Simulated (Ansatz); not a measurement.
## Ti2O in Ansatz: the effect of target pressure

The system is Ti2O.

```xyz
3
Lattice="2.9194 0.0000 0.0000 -1.4597 2.5283 0.0000 0.0000 0.0000 4.7130" Properties=species:S:1:pos:R:3 pbc="T T T"
Ti    0.0000    1.6855    3.3993
Ti    1.4597    0.8428    1.3137
O     0.0000    0.0000    0.0000
```

Alike in all runs:

| Item | Value |
| --- | --- |
| Program | Ansatz 0.2.0 |
| Task | relaxation of cell and atoms |
| Functional | PBEsol |
| Potentials or basis | Ansatz PAW |
| Cutoff | 420 eV (not typed: the program's choice for these potentials) |
| k mesh | 10 × 10 × 6 |
| Occupations | fermi-dirac, width 0.05 eV |
| Spin | no spin polarisation |

Each run relaxes the cell or the atoms first.

| target pressure | relaxed volume (Å³/atom) |
| --- | --- |
| 0 GPa | 11.89 |
| 2 GPa | ? |
| 5 GPa | 11.61 |
| 10 GPa | 11.36 |
| 20 GPa | 10.92 |
| 30 GPa | 10.56 |

Q: What does the run with target pressure 2 GPa give?

A: Relaxed volume 11.77 Å³/atom.

Worked out: In Murnaghan's law V^(-B') rises as a straight line in P. The other rows fit best with B' = 3.9, V0 = 11.89 Å³/atom and B0 = 198 GPa, which gives 11.77 Å³/atom at 2 GPa, against the run's 11.77.

Caveats: the plane-wave basis is chosen anew once the cell has moved, so the energies of steps on either side of that aren't comparable; the PAW data sets come from PBE, with cores solved anew for the run's functional, which leaves a small shift of forces and pressure.
